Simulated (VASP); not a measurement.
# Sn (I4_1/amd) in VASP: a series of runs

Aim: see how the results for Sn move with the level of theory and the settings. Levels: PBEsol, r2SCAN. Tasks: relaxation of shape and atoms at fixed volume, relaxation of cell and atoms.

All numbers are computed with VASP 6.6.1; they aren't measurements. Logs are shortened: lines on timing, memory, paths and dates and some standing lists are left out, and cuts for length are marked.

### 1 The crystal as given

It takes space group I4_1/amd (No. 141, tetragonal). The conventional cell has a = 5.827 Å, b = 5.827 Å, c = 3.162 Å, α = 90.00°, β = 90.00°, γ = 90.00°. Around Sn (site symmetry -4m2) lie 6 Sn at 3.02 to 3.16 Å.

### 2 Relaxation of shape and atoms at fixed volume, PBEsol

The input, INCAR:

```
SYSTEM = Sn
ALGO = Normal
EDIFF = 1E-7
EDIFFG = -0.01
ENCUT = 600
GGA = PS
IBRION = 2
ISIF = 4
ISMEAR = 0
LASPH = .True.
LCHARG = .False.
LREAL = .False.
LWAVE = .False.
NELM = 80
NSW = 40
PREC = Accurate
SIGMA = 0.03
```

The input, KPOINTS:

```
k-points
0
Gamma
  12 12 12
  0 0 0
```

The input, POSCAR:

```
Sn                                      
1.0
   -2.9136480455      2.9136480455      1.5811265831
    2.9136480455     -2.9136480455      1.5811265831
    2.9136480455      2.9136480455     -1.5811265831
  Sn            
     2
Direct
     0.0000000000000000    0.0000000000000000    0.0000000000000000
     0.7500000000000000    0.2500000000000000    0.5000000000000000
```

Potentials or basis: VASP PAW PBE potentials, release 64 (Sn_d).

On the command line:

```console
$ cat potpaw_PBE.64/Sn_d/POTCAR > POTCAR
$ mpirun -np 1 vasp_std > vasp.out
```

OUTCAR:

```text
SYSTEM = Sn
   EDIFF = 1E-7
   EDIFFG = -0.01
   ENCUT = 600
   GGA = PS
   IBRION = 2
   ISIF = 4
   ISMEAR = 0
   LASPH = .True.
   LREAL = .False.
   NELM = 80
   NSW = 40
   PREC = Accurate

 ion  position               nearest neighbor table
   1  0.000  0.000  0.000-   2 3.02   2 3.02   2 3.02   2 3.02   2 3.76   2 3.76   2 3.76   2 3.76

   2  0.750  0.250  0.500-   1 3.02   1 3.02   1 3.02   1 3.02   1 3.76   1 3.76   1 3.76   1 3.76

  LATTYP: Found a body centered tetragonal cell.
 ALAT       =     5.8272960910
 C/A-ratio  =     0.5426621742

  Lattice vectors:

 A1 = (  -2.9136480455,   2.9136480455,   1.5811265831)
 A2 = (   2.9136480455,  -2.9136480455,   1.5811265831)
 A3 = (   2.9136480455,   2.9136480455,  -1.5811265831)

Analysis of symmetry for initial positions (statically):
=====================================================================
 Subroutine PRICEL returns:
 Original cell was already a primitive cell.

 Routine SETGRP: Setting up the symmetry group for a
 body centered tetragonal supercell.

 Subroutine GETGRP returns: Found 16 space group operations
 (whereof  8 operations were pure point group operations)
 out of a pool of 16 trial point group operations.

The static configuration has the point symmetry D_2d.
 The point group associated with its full space group is D_4h.

Analysis of symmetry for dynamics (positions and initial velocities):
=====================================================================
 Subroutine PRICEL returns:
 Original cell was already a primitive cell.

 Routine SETGRP: Setting up the symmetry group for a
 body centered tetragonal supercell.

 Subroutine GETGRP returns: Found 16 space group operations
 (whereof  8 operations were pure point group operations)
 out of a pool of 16 trial point group operations.

The dynamic configuration has the point symmetry D_2d.
 The point group associated with its full space group is D_4h.

 Subroutine INISYM returns: Found 16 space group operations
 (whereof  8 operations are pure point group operations),
 and found     1 'primitive' translations

----------------------------------------------------------------------------------------

                                     Primitive cell

  volume of cell :      53.6909

  direct lattice vectors                    reciprocal lattice vectors
    -2.913648046  2.913648046  1.581126583     0.000000000  0.171606176  0.316230215
     2.913648046 -2.913648046  1.581126583     0.171606176  0.000000000  0.316230215
     2.913648046  2.913648046 -1.581126583     0.171606176  0.171606176  0.000000000

  length of vectors
     4.413462489  4.413462489  4.413462489     0.359791924  0.359791924  0.242687782

  position of ions in fractional coordinates (direct lattice)
     0.000000000  0.000000000  0.000000000
     0.750000000  0.250000000  0.500000000

  ion indices of the primitive-cell ions
   primitive index   ion index
                 1           1
                 2           2

----------------------------------------------------------------------------------------

 KPOINTS: k-points

Automatic generation of k-mesh.
 Grid dimensions read from file:
 generate k-points for:   12   12   12

 Generating k-lattice:

  Cartesian coordinates                     Fractional coordinates (reciprocal lattice)
     0.000000000  0.014300515  0.026352518     0.083333333  0.000000000  0.000000000
     0.014300515  0.000000000  0.026352518     0.000000000  0.083333333  0.000000000
     0.014300515  0.014300515  0.000000000     0.000000000  0.000000000  0.083333333

  Length of vectors
     0.029982660  0.029982660  0.020223982

  Shift w.r.t. Gamma in fractional coordinates (k-lattice)
     0.000000000  0.000000000  0.000000000

 Subroutine IBZKPT returns following result:
 ===========================================

 Found    163 irreducible k-points:

 Following reciprocal coordinates:
            Coordinates               Weight
  0.000000  0.000000  0.000000      1.000000
  0.083333  0.000000  0.000000      8.000000
  0.166667 -0.000000  0.000000      8.000000
  0.250000  0.000000  0.000000      8.000000
  0.333333 -0.000000  0.000000      8.000000
  0.416667 -0.000000  0.000000      8.000000
[... 16 lines left out ...]
  0.500000  0.166667 -0.000000     16.000000
 -0.416667  0.166667  0.000000     16.000000
 [... further k-points ...]
   k-points           NKPTS =    163   k-points in BZ     NKDIM =    163   number of bands    NBANDS=     18
   number of dos      NEDOS =    301   number of ions     NIONS =      2
   total plane-waves  NPLWV =  46656
   dimension x,y,z NGX =    36 NGY =   36 NGZ =   36
   dimension x,y,z NGXF=    72 NGYF=   72 NGZF=   72
   ions per type =               2
   NGX,Y,Z   is equivalent  to a cutoff of  13.56, 13.56, 13.56 a.u.
   NGXF,Y,Z  is equivalent  to a cutoff of  27.12, 27.12, 27.12 a.u.
 SYSTEM =  Sn
   PREC   = accura    normal or accurate (medium, high low for compatibility)
   ISTART =      0    job   : 0-new  1-cont  2-samecut
   ICHARG =      2    charge: 1-file 2-atom 10-const
   ISPIN  =      1    spin polarized calculation?
   LNONCOLLINEAR =      F non collinear calculations
   LSORBIT =      F    spin-orbit coupling
   LASPH  =      T    aspherical Exc in radial PAW
   ENCUT  =  600.0 eV  44.10 Ry    6.64 a.u.   8.81  8.81  8.81*2*pi/ulx,y,z
   NELM   =     80;   NELMIN=  2; NELMDL= -5     # of ELM steps
   EDIFF  = 0.1E-06   stopping-criterion for ELM
   LREAL  =      F    real-space projection
   EDIFFG = -.1E-01   stopping-criterion for IOM
   NSW    =     40    number of steps for IOM
   IBRION =      2    ionic relax: 0-MD 1-quasi-New 2-CG
   NFREE  =      1    steps in history (QN), initial steepest desc. (CG)
   ISIF   =      4    stress and relaxation
   ISYM   =      2    0-nonsym 1-usesym 2-fastsym
   POTIM  = 0.5000    time-step for ionic-motion
   TEBEG  =    0.0;   TEEND  =   0.0 temperature during run
   PSTRESS=    0.0 pullay stress
   NELECT =      28.0000    total number of electrons
   NUPDOWN=      -1.0000    fix difference up-down
   EMIN   =  10.00;   EMAX   =-10.00  energy-range for DOS
   EFERMI =   0.00;   METHOD = LEGACY
   ISMEAR =     0;   SIGMA  =   0.03  broadening in eV -4-tet -1-fermi 0-gaus
   EFERMI_NEDOS =   21; number of points for ismear=-14 and -15
   IALGO  =     38    algorithm
   IMIX   =      4    mixing-type and parameters
     AMIX     =   0.40;   BMIX     =  1.00
     AMIX_MAG =   1.60;   BMIX_MAG =  1.00
  volume/ion in A,a.u.               =      26.85       181.16
  Fermi-wavevector in a.u.,A,eV,Ry     =   1.317732  2.490153 23.625412  1.736419
  Thomas-Fermi vector in A             =   2.447753
   LORBIT       =      0    0 simple, 1 ext, 2 COOP (PROOUT), +10 PAW based schemes
   GGA     = PS    functional components
   LHFCALC =     F    Hartree Fock is set to
   AEXX    =    0.0000 exact exchange contribution
   IVDW    =     0    specifies the selected vdW correction
   LEPSILON=     F    determine dielectric tensor
   LRPA    =     F    only Hartree local field effects (RPA)
 conjugate gradient relaxation of ions
 non-spin polarized calculation
 Gauss-broadening in eV      SIGMA  =   0.03
  energy-cutoff  :      600.00
  volume of cell :       53.69
 maximum number of plane-waves:      1814
   NGX = 17   NGY = 17   NGZ = 17

 number of electron      28.0000005 magnetization

 Free energy of the ion-electron system (eV)
  ---------------------------------------------------
  ext. energy  EPLUGINS =         0.00000000
  ---------------------------------------------------
  free energy    TOTEN  =        -8.52243719 eV

  energy without entropy =       -8.52196186  energy(sigma->0) =       -8.52219953

 E-fermi :   7.9439     XC(G=0): -10.5026

 val. band max:        7.9298298950   @ k =  -0.1667  -0.1667   0.1667
 cond. band min:       7.9544471714   @ k =  -0.1667  -0.1667   0.0833
 fundamental gap:      0.0246172764
 Fermi energy:         7.9439006564

 k-point     1 :       0.0000    0.0000    0.0000
  band No.  band energies     occupation
      1     -13.6173      2.00000
      2     -13.5333      2.00000
      3     -13.4875      2.00000
      4     -13.4775      2.00000
      5     -13.3162      2.00000
      6     -13.3162      2.00000
[... 10 lines left out ...]
     17      14.1827      0.00000
     18      14.9167      0.00000

 k-point     2 :       0.0833    0.0000    0.0000
  band No.  band energies     occupation
      1     -13.6128      2.00000
      2     -13.5184      2.00000
      3     -13.4822      2.00000
      4     -13.4600      2.00000
      5     -13.3270      2.00000
      6     -13.3254      2.00000
[... 10 lines left out ...]
     17      13.8221      0.00000
     18      14.0488      0.00000

 k-point     3 :       0.1667   -0.0000    0.0000
  band No.  band energies     occupation
      1     -13.5993      2.00000
      2     -13.4802      2.00000
      3     -13.4677      2.00000
      4     -13.4195      2.00000
      5     -13.3504      2.00000
      6     -13.3348      2.00000
[... 10 lines left out ...]
     17      11.9044      0.00000
     18      13.0820      0.00000

 k-point     4 :       0.2500    0.0000    0.0000
  band No.  band energies     occupation
      1     -13.5798      2.00000
      2     -13.4486      2.00000
      3     -13.4411      2.00000
      4     -13.3983      2.00000
      5     -13.3765      2.00000
      6     -13.3328      2.00000
[... 375 lines left out ...]
      4     -13.3948      2.00000
      5     -13.3834      2.00000
      6     -13.3474      2.00000
[... 10 lines left out ...]
     17      11.6076      0.00000
     18      13.3899      0.00000

 k-point    23 :       0.5000    0.1667   -0.0000
  band No.  band energies     occupation
      1     -13.5335      2.00000
      2     -13.4573      2.00000
      3     -13.4391      2.00000
      4     -13.4026      2.00000
      5     -13.3742      2.00000
      6     -13.3479      2.00000
[... 10 lines left out ...]
     17      12.2634      0.00000
     18      12.4995      0.00000

 k-point    24 :      -0.4167    0.1667    0.0000
  band No.  band energies     occupation
      1     -13.5432      2.00000
      2     -13.4551      2.00000
      3     -13.4396      2.00000
      4     -13.4150      2.00000
      5     -13.3697      2.00000
      6     -13.3419      2.00000
[... 10 lines left out ...]
     17      10.9518      0.00000
     18      13.3397      0.00000

 [... further k-points ...]
[... 5 lines left out ...]
  --------------------------------------------------------------------------------------
  -------------------------------------------------------------------------------------
  Total        0.0038612      0.0038612     -0.0036464      0.0000000      0.0000000      0.0000000
  in kB        0.1152224      0.1152224     -0.1088118      0.0000000      0.0000000      0.0000000
  external PRESSURE =       0.0405443 kB  Pullay stress =       0.0000000 kB

 VOLUME and BASIS-vectors are now :
 -----------------------------------------------------------------------------
  energy-cutoff  :      600.00
  volume of cell :       53.69
      direct lattice vectors                 reciprocal lattice vectors
    -2.913648046  2.913648046  1.581126583     0.000000000  0.171606176  0.316230215
     2.913648046 -2.913648046  1.581126583     0.171606176  0.000000000  0.316230215
     2.913648046  2.913648046 -1.581126583     0.171606176  0.171606176  0.000000000

 POSITION                                       TOTAL-FORCE (eV/Angst)
 -----------------------------------------------------------------------------------
      0.00000      0.00000      0.00000         0.000000      0.000000      0.000000
      0.00000      2.91365      0.79056        -0.000000     -0.000000     -0.000000
 -----------------------------------------------------------------------------------
    total drift:                               -0.000000      0.000000     -0.000000

  FREE ENERGIE OF THE ION-ELECTRON SYSTEM (eV)
  ---------------------------------------------------
  free  energy   TOTEN  =        -8.5224371940 eV

  energy  without entropy=       -8.5219618625  energy(sigma->0) =       -8.52219953

 reached required accuracy - stopping structural energy minimisation
```

Run time: 2.3 min. Hardware: 1 thread of Intel Xeon Platinum 8259CL at 2.50GHz (Skylake/Cascade Lake), shared host; peak memory 0.31 GiB.

What came out:

| Quantity | Value |
| --- | --- |
| Free energy | -8.5224 eV |
| Pressure after relaxing | 0.0 GPa |
| Band gap on the k mesh | none (metal or under the smearing width) |

Final structure:
```cif
data_structure
_symmetry_space_group_name_H-M 'P 1'
_symmetry_Int_Tables_number 1
_cell_length_a 4.4135
_cell_length_b 4.4135
_cell_length_c 4.4135
_cell_angle_alpha 97.374
_cell_angle_beta 97.374
_cell_angle_gamma 138.014
_cell_volume 53.69
loop_
_atom_site_label
_atom_site_type_symbol
_atom_site_fract_x
_atom_site_fract_y
_atom_site_fract_z
_atom_site_occupancy
Sn1 Sn 0.00000 0.00000 0.00000 1
Sn2 Sn 0.75000 0.25000 0.50000 1
```

Levels at points of the mesh, in eV from the Fermi level:
| k point | band 10 | band 11 | band 12 | band 13 | band 14 | band 15 | band 16 | band 17 | band 18 |
| --- | --- | --- | --- | --- | --- | --- | --- | --- | --- |
| (0.00, 0.00, 0.00) | -21.05 | -11.23 | -3.66 | -2.02 | -2.02 | 2.93 | 6.24 | 6.24 | 6.97 |
| (0.50, 0.00, 0.00) | -21.11 | -6.93 | -5.43 | -2.33 | -1.74 | -1.14 | 2.23 | 2.87 | 4.73 |
| (0.50, 0.50, 0.00) | -21.18 | -8.97 | -8.97 | 0.58 | 0.58 | 1.55 | 1.55 | 6.11 | 6.11 |
| (0.50, 0.50, 0.50) | -21.24 | -7.61 | -7.61 | -4.88 | -4.88 | 5.14 | 5.14 | 9.43 | 9.43 |

Caveat: the relaxation stopped at its first step, so nothing moved; the PAW data sets were made with another functional, which shifts forces and pressure a little.

### 3 Relaxation of shape and atoms at fixed volume, PBEsol (a relaxed cell with its volume scaled by 1.02)

INCAR is that of step 2.

KPOINTS is that of step 2.

The input, POSCAR:

```
Sn                                      
1.0
   -2.9329442903      2.9329442903      1.5915979252
    2.9329442903     -2.9329442903      1.5915979252
    2.9329442903      2.9329442903     -1.5915979252
  Sn            
     2
Direct
     0.0000000000000000    0.0000000000000000    0.0000000000000000
     0.7500000000000000    0.2500000000000000    0.5000000000000000
```

Potentials or basis: VASP PAW PBE potentials, release 64 (Sn_d).

On the command line:

```console
$ cat potpaw_PBE.64/Sn_d/POTCAR > POTCAR
$ mpirun -np 1 vasp_std > vasp.out
```

Wall time 3 min (1 thread of Intel Xeon Platinum 8259CL at 2.50GHz (Skylake/Cascade Lake), shared host); peak memory 0.32 GiB.

The run converged. Its results:

- Free energy: -8.5190 eV
- Energy gained by relaxing: 0.0 meV/atom
- Ionic steps: 2
- Pressure after relaxing: -1.1 GPa
- Band gap on the k mesh: none (metal or under the smearing width)

Final structure:
```
Sn
1.0
    -2.93170    2.93170    1.59295
     2.93170   -2.93170    1.59295
     2.93170    2.93170   -1.59295
Sn
2
Direct
  0.00000 0.00000 0.00000
  0.75000 0.25000 0.50000
```

Levels at points of the mesh, in eV from the Fermi level:
| k point | band 12 | band 13 | band 14 | band 15 | band 16 | band 17 |
| --- | --- | --- | --- | --- | --- | --- |
| (0.00, 0.00, 0.00) | -3.70 | -1.95 | -1.95 | 2.97 | 6.16 | 6.16 |
| (0.50, 0.00, 0.00) | -5.36 | -2.33 | -1.68 | -1.10 | 2.26 | 2.83 |
| (0.50, 0.50, 0.00) | -8.85 | 0.60 | 0.60 | 1.54 | 1.54 | 6.02 |
| (0.50, 0.50, 0.50) | -7.54 | -4.76 | -4.76 | 5.06 | 5.06 | 9.26 |

Caveat: the PAW data sets were made with another functional, which shifts forces and pressure a little.

(Continued in part 2 of 2.)
